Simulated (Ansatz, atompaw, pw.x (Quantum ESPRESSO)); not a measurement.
## gallium: one change to the PAW (atompaw) potential, in the atom and in the fcc crystal

atompaw 4.2.0.5 input, output lines left out:

```
Ga 31
GGA-PBE scalarrelativistic loggrid 1500 logderivrange -3 5 201
4 4 3 0 0 0
4 1 1
0 0 0
c
c
c
v
c
c
v
v
2
2.20 1.60 2.10 1.40
y
0.9
n
y
0.7
n
y
-0.9
n
custom rrkj vanderbiltortho sinc
bessel
1.60
2.20
2.20
2.20
1.30
1.30
```

Change: core [Ar] 3d10, valence charge 3; reference 4s2 4p1; waves now 4s (bound): rc 3.00 bohr; 4s channel at 0.9 Ry: rc 3.00 bohr; 4p (bound): rc 3.00 bohr; 4p channel at 3 Ry: rc 3.00 bohr; local potential bessel scheme, radius 2.75 bohr; core correction smooth core density matched at 2.35 bohr; augmentation sinc compensation charge, radius 2.40 bohr; PAW radius 3.00 bohr; waves and projectors: custom rrkj vanderbiltortho.

Cutoffs, loose and tight: the cutoffs (Ry, on a coarse ladder) from which the occupation-weighted sum of valence levels, in a spherical-Bessel basis at the reference potential, stays within 10 and 1 mRy of its value at 400 Ry. They see the waves, projectors and local potential, not the compensation charge or the core.

Crystal test: fcc Ga in pw.x 7.5, no spin, 13³ k-points, Fermi–Dirac smearing 0.01 Ry, cutoffs set for each file from its atomic test. The reference is all-electron LAPW (Ansatz 0.2.0) with the same functional, mesh and smearing; V0 and B0 come from Birch–Murnaghan fits to the pressures at five volumes. Errors are pseudo minus all-electron; Δ is the rms difference of the E(V) curves that follow from these fits, minima aligned, over ±6 % about the mean V0. Mesh and smearing are coarse, so the numbers serve the comparison and aren't converged zero-temperature values; the lattice is a test structure that the element need not adopt.

All-electron: a0 = 4.236 Å (V0 = 19.00 Å³/atom), B0 = 48.8 GPa.

Problem. Does the change bring the crystal closer to the all-electron result?

Solution. The mean pressure error goes from +0.21 to -4.27 GPa, so the change moves the solid further from the all-electron pressures. At 80 % of its cutoff the pressure of the base moves by -0.27 GPa.

```tsv
quantity	base	changed
outcome (atom)	generated	generated
cutoff, loose (atom)	90 Ry	6 Ry
cutoff, tight (atom)	140 Ry	8 Ry
bound ghosts (atom)	none	none
cutoffs in pw.x (Ry)	170/900	40/400
a0 (Å)	4.241	–
a0 error (%)	+0.14	–
B0 error (%)	+0.9	–
Δ (meV/atom)	0.9	–
mean pressure error (GPa)	+0.21	-4.27
```

A dash: not determined, or the minimum lies outside the volumes sampled.

Changed file: The largest radius (3.00 bohr) exceeds half the bond length (2.83 bohr), so the spheres overlap, which is one possible source of error among others. This is a poor potential for the solid.
